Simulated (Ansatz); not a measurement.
# CdTe: the cost of one run

Computed with Ansatz 0.2.0 (DFT PBE, scalar-relativistic, plane waves, PAW, unless a step's input says otherwise).

The COD entry's cell or inner coordinates are ideal or old and differ from later refinements, so a difference from it is no clean test against experiment.

6 further runs of the same task are left out: 2 that didn't finish, 4 set aside as unsound or not needed. Runs told in other sessions of the task aren't counted.

## (1) The starting structure

Symmetry: F-43m, No. 216, cubic system. Conventional cell: a = 6.617 Å, b = 6.617 Å, c = 6.617 Å, α = 90.00°, β = 90.00°, γ = 90.00°. Cd (site symmetry -43m) is surrounded by 4 Te at 2.87 Å. Around Te (site symmetry -43m) lie 4 Cd at 2.87 Å.

Coordinates:

```xyz
6
Lattice="3.3087 -3.3087 0.0000 3.3087 0.0000 -3.3087 6.6174 6.6174 6.6174" Properties=species:S:1:pos:R:3 pbc="T T T"
Cd    6.6174    0.0000    0.0000
Cd    0.0000    0.0000    0.0000
Cd    6.6174    3.3087    3.3087
Te    4.9630   -1.6543   -1.6543
Te   11.5804    1.6543    1.6543
Te    4.9630    1.6543    1.6543
```

It is built from the cell relaxed beforehand with the same method (36.22 Å³/atom).

## (2) The undisturbed cell

Input file input.yaml:

```yaml
crystal:
  lattice:
    - [3.3086866844, -3.3086866844, 0.0]
    - [3.3086866844, 0.0, -3.3086866844]
    - [6.6173733688, 6.6173733688, 6.6173733688]
  atoms:
    - { symbol: Cd, position: [0.6666666667, 0.6666666667, 0.3333333333] }
    - { symbol: Cd, position: [0.0, 0.0, 0.0] }
    - { symbol: Cd, position: [0.3333333333, 0.3333333333, 0.6666666667] }
    - { symbol: Te, position: [0.6666666667, 0.6666666667, 0.0833333333] }
    - { symbol: Te, position: [1.0, 1.0, 0.75] }
    - { symbol: Te, position: [0.3333333333, 0.3333333333, 0.4166666667] }
basis:
  ecutwfc: 420
kpoints:
  mp_grid: { grid: [8, 8, 3] }
hamiltonian:
  xc: pbe
scf:
  occupations: { method: gaussian, width: 0.05 }
output:
  forces: true
  stress: true
  eigenvalues: true
```

On the command line:

```sh
ansatz run input.yaml --threads 2 --pin off --max-ram 5120MiB --backend cpu --events-out ev --progress --plain --runs-dir out
```

What time and memory should one allow on 2 threads of AMD EPYC 7R43 (Zen 3), shared host?

About 16 s, with a peak of 0.66 GiB.
